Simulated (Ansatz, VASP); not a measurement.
# SiC: VASP beside Ansatz

```xyz
2
Lattice="3.0950 0.0000 0.0000 -1.5475 2.6804 0.0000 0.0000 0.0000 5.6843" Properties=species:S:1:pos:R:3 pbc="T T T"
Si    1.5475    0.8935    0.0000
C     0.0000    1.7869    0.0000
```

Alike in both runs: task relaxation of cell and atoms; functional PBE; k mesh 12 × 12 × 6; occupations gaussian, width 0.02 eV; no spin polarisation.

|  | VASP | Ansatz |
| --- | --- | --- |
| version | VASP 6.6.1 | Ansatz 0.2.0 |
| potentials or method | VASP PAW PBE potentials, release 64 (Si, C) | scalar-relativistic, plane waves, PAW |
| plane-wave cutoff (eV) | 600 | 420 |
| valence electrons in the cell | 8 | 8 |

VASP gave:

```
gap on the k mesh at the Fermi level, each at its own relaxed structure (eV) : 2.08
relaxed volume (Å³/atom)                                                     : 20.24
relaxed cell length with the largest relative difference (Å)                 : 4.879
energy change over the relaxation (meV/atom)                                 : -2
```

Question: Which values does Ansatz return?

Answer: gap on the k mesh at the Fermi level, each at its own relaxed structure (eV): 2.36; relaxed volume (Å³/atom): 23.19; relaxed cell length with the largest relative difference (Å): 5.585; energy change over the relaxation (meV/atom): 0.

One of these differences is far larger than is usual between the two programs; its cause wasn't traced.

Caveats: this functional lacks dispersion, which binds the layers, so the pressure and a relaxed spacing across them are unreliable. A k mesh can miss the band edges.
